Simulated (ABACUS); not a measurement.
MnS:

```
Mn S
1.0
    -0.07420    2.39926    2.47346
     2.39926   -0.07420    2.47346
     2.32506    2.32506    0.00000
Mn S
1 1
Direct
  0.00000 0.00000 0.00000
  0.75000 0.75000 0.75000
```

The cell is a database's computed one.

The cell isn't the ideal one: cell strained by -0.06 along c.

```yaml
Program: ABACUS 3.10.1
Task: relaxation of the atoms
Functional: PBE
Potentials_or_basis: PseudoDojo NC SR 0.4.1 PBE standard
Cutoff: 1320 eV
Density_cutoff: 5279 eV
Basis: plane waves
k_mesh: 6 × 6 × 6
Occupations: fermi-dirac, width 0.05 eV
Spin: collinear spin, ferromagnetic start
Starting_moments: "[4.0, 0.0] μB"
```

At the start: pressure 13.7 GPa; volume 14.22 Å³/atom.

Question: Where does the relaxation end?

Answer: Over 3 steps the energy falls by 20.7 meV/atom; space group Imm2 (No. 44, to 0.05 Å); moment 0.33 μB per cell.

Step by step:
```csv
step,energy change (eV),largest force (eV/Å),pressure (GPa)
1,0.0000,1.1651,13.71
2,-0.0222,0.8399,12.36
3,-0.0414,0.0022,12.59
```

Final structure:
```yaml
crystal:
  lattice:
    - [-0.07420, 2.39926, 2.47346]
    - [2.39926, -0.07420, 2.47346]
    - [2.32506, 2.32506, 0.00000]
  atoms:
    - { symbol: Mn, position: [0.00708, 0.00708, 0.99292] }
    - { symbol: S, position: [0.74292, 0.74292, 0.75708] }
```

Caveat: the k mesh is coarse (spacing up to 0.38 Å⁻¹), so the values aren't converged; the moment fell far below its start of 4 μB, so a state of higher moment may lie lower in energy.
